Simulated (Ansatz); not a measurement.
# CoSi2: the cost of one run

Program: Ansatz 0.2.0. Level of theory: DFT PBEsol, scalar-relativistic. These are calculated values, not measurements.

## 1. Starting point

It takes space group Fm-3m (No. 225, cubic). Conventional cell: a = 5.365 Å, b = 5.365 Å, c = 5.365 Å, α = 90.00°, β = 90.00°, γ = 90.00°. Co (site symmetry m-3m) is surrounded by 8 Si at 2.32 Å. Si (site symmetry -43m) has 4 Co at 2.32 Å as nearest neighbours.

As a file:

```xyz
3
Lattice="0.0000 2.6825 2.6825 2.6825 0.0000 2.6825 2.6825 2.6825 0.0000" Properties=species:S:1:pos:R:3 pbc="T T T"
Co    0.0000    0.0000    0.0000
Si    1.3413    1.3413    1.3413
Si    4.0237    4.0237    4.0237
```

Atoms are numbered in the order of the input: Co1, Si2, Si3.

## 2. After the deformation

Space group Fm-3m before, I4/mmm after.

## 3. All-electron LAPW

The input, input.yaml:

```yaml
crystal:
  lattice:
    - [0.0, 2.6825, 2.709325]
    - [2.6825, 0.0, 2.709325]
    - [2.6825, 2.6825, 0.0]
  atoms:
    - { symbol: Co, position: [0.0, 0.0, 0.0], spin: 2.0 }
    - { symbol: Si, position: [0.25, 0.25, 0.25] }
    - { symbol: Si, position: [0.75, 0.75, 0.75] }
magnetization:
  spin_polarized: true
kpoints:
  mp_grid: { grid: [11, 11, 11] }
  band_path:
    path:
      - [0.0, 0.0, 0.0]
      - [0.0, 0.5, 0.5]
      - [0.25, 0.75, 0.5]
      - [0.0, 0.5, 0.0]
      - [0.0, 0.0, 0.0]
      - [0.5, 0.5, 0.0]
      - [0.3725370062, 0.6274629938, 0.0]
      - [-0.3725370062, 0.3725370062, 0.0]
      - [0.0, 0.0, 0.0]
    npoints: 5
scf:
  occupations: { method: fermi_dirac, width: 0.05 }
hamiltonian:
  xc: pbesol
  pseudopotentials: { kind: all_electron, lapw: { basis_error: 0.001 } }
output:
  forces: true
  stress: true
  eigenvalues: true
```

Command:

```console
$ ansatz run input.yaml --threads 1 --pin off --max-ram 6144MiB --backend cpu --events-out ev --progress --plain --runs-dir out
```

What time and memory should one allow on 1 thread of Intel Xeon 6975P-C (Granite Rapids), shared host?

About 54 s, with a peak of 0.89 GiB.
